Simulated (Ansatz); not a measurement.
# Relaxing Ir

Level of theory: Ansatz, DFT PBE, scalar-relativistic, plane waves, PAW. Cutoff 420 eV, Γ-centred k mesh, Gaussian smearing, no spin polarisation in the final step.

The start puts Ir on the beta-tin structure type (I4_1/amd, No. 141), at a guessed volume.

```
Ir
1.0
    -2.37900    2.37900    1.29779
     2.37900   -2.37900    1.29779
     2.37900    2.37900   -1.29779
Ir
2
Direct
  0.00000 0.00000 0.00000
  0.75000 0.25000 0.50000
```

Cell and atoms relax at zero pressure; the relaxation can't lower the symmetry of the start. After a coarse first stage the cell is made exact in the group found at 0.06 Å.

Energies count from the standard state of Ir at the same level.

(1) Describe the relaxed structure.

(2) What are its volume, energy, density and gap?

Results:

(1) It keeps I4_1/amd (No. 141). The result has the beta-tin structure. Conventional cell: a = 4.853 Å, c = 2.753 Å. Ir is coordinated by 4 Ir at 2.52 Å, 2 Ir at 2.75 Å and 4 Ir at 3.19 Å.

```
Ir
1.0
    -2.42659    2.42659    1.37668
     2.42659   -2.42659    1.37668
     2.42659    2.42659   -1.37668
Ir
2
Direct
  0.00000 0.00000 0.00000
  0.75000 0.25000 0.50000
```

(2) The volume per atom is 16.21 Å³. The density is 19.69 g/cm³, the energy over the standard structure is 0.68 eV/atom and the gap on the 22×22×22 mesh is 0 eV (a metal).

The final run used a 22×22×22 mesh on its 2-atom cell and 0.10 eV smearing. For metals, differences of a few meV/atom aren't resolved. Spin–orbit coupling is left out. Symmetry constrained the relaxation, so the result can be a saddle point.

This form isn't the element's structure at ambient conditions.